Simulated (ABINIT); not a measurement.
GaAs:

```
As Ga
1.0
     0.00000    2.82685    2.82685
     2.82685    0.00000    2.82685
     2.82685    2.82685    0.00000
As Ga
1 1
Direct
  0.75000 0.75000 0.75000
  0.00000 0.00000 0.00000
```

Program: ABINIT 10.8.3 (patched build). Alike in all runs: no spin polarisation; cell as given; cutoff (eV) 463; smearing fermi-dirac 0.05 eV.

Order these runs on this cell by their pressure, lowest first.
A. level PW91; potentials or basis JTH PAW PBE v2.0; k mesh 8 × 8 × 8; mesh quality not flagged
B. level revPBE; potentials or basis JTH PAW PBE v2.0; k mesh 8 × 8 × 8; mesh quality not flagged
C. level LDA; potentials or basis JTH PAW LDA v2.0; k mesh 10 × 10 × 10; mesh quality not flagged
D. level PBEsol; potentials or basis JTH PAW PBE v2.0; k mesh 3 × 3 × 3; mesh quality coarse

C (-2.0 GPa), D (1.4 GPa), A (3.0 GPa), B (4.6 GPa).

Caveats: some runs use coarse meshes; the PAW data sets were made with another functional, which shifts forces and pressure a little (some runs).

Runs at the PBE level aren't shown here.
